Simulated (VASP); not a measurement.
Wanted: the native input for a VASP 6.6.1 run.

```
Task                   : single point
Functional             : r2SCAN
Potentials or basis    : VASP PAW PBE potentials, release 64 (Ba_sv)
Cutoff                 : 520 eV
k mesh                 : 3 × 3 × 4
Occupations            : gaussian, width 0.1 eV
Spin                   : no spin polarisation
Dipole correction      : no
Further INCAR settings : ALGO = Normal; EDIFF = 1e-06; NBANDS = 22
```

The system is Ba.

```
Ba
1.0
     7.10818    0.00000    0.00000
    -3.55409    6.15587    0.00000
     0.00000    0.00000    4.43456
Ba
3
Direct
  0.33321 0.00000 0.33333
  0.00000 0.33321 0.66667
  0.66679 0.66679 0.00000
```

The cell was built by a generator and needn't be a form met in nature.

One way to write it, as run:

POSCAR

```
Ba
1.0
    7.1081834276      0.0000000001      0.0000000000
   -3.5540917139      6.1558674230      0.0000000000
    0.0000000000      0.0000000000      4.4345582668
Ba
3
Direct
    0.3332112357      0.0000000000      0.3333333333
    0.0000000000      0.3332112357      0.6666666667
    0.6667887643      0.6667887643      0.0000000000
```

INCAR.step1

```
  ALGO = Normal
  EDIFF = 1E-4
  ENCUT = 520
  GGA = PE
  ISMEAR = 0
  LASPH = T
  LCHARG = F
  LREAL = F
  LWAVE = T
  NBANDS = 22
  NELM = 100
  PREC = Accurate
  SIGMA = 0.1
```

INCAR.step2

```
  ALGO = Normal
  EDIFF = 1E-6
  ENCUT = 520
  ISIF = 2
  ISMEAR = 0
  ISTART = 1
  LASPH = T
  LCHARG = F
  LMIXTAU = T
  LREAL = F
  LWAVE = F
  METAGGA = R2SCAN
  NBANDS = 22
  NELM = 100
  PREC = Accurate
  SIGMA = 0.1
```

KPOINTS

```
k-points
0
Gamma
  3 3 4
```

Potentials or basis: VASP PAW PBE potentials, release 64 (Ba_sv).

Launch:

```console
$ cat potpaw_PBE.64/Ba_sv/POTCAR > POTCAR
$ cp INCAR.step1 INCAR
$ mpirun -np 1 vasp_std > vasp.out
$ cp INCAR.step2 INCAR
$ mpirun -np 1 vasp_std > vasp.out
```

Results of the run:

```
Pressure               : 0.2 GPa
Band gap on the k mesh : none (metal or under the smearing width)
```

Caveat: the PAW data sets were made with another functional, which shifts forces and pressure a little.

Run time: 100 s on 1 thread of Intel(R) Xeon(R) 6975P-C (Granite Rapids) (shared host), peak memory 0.35 GiB.
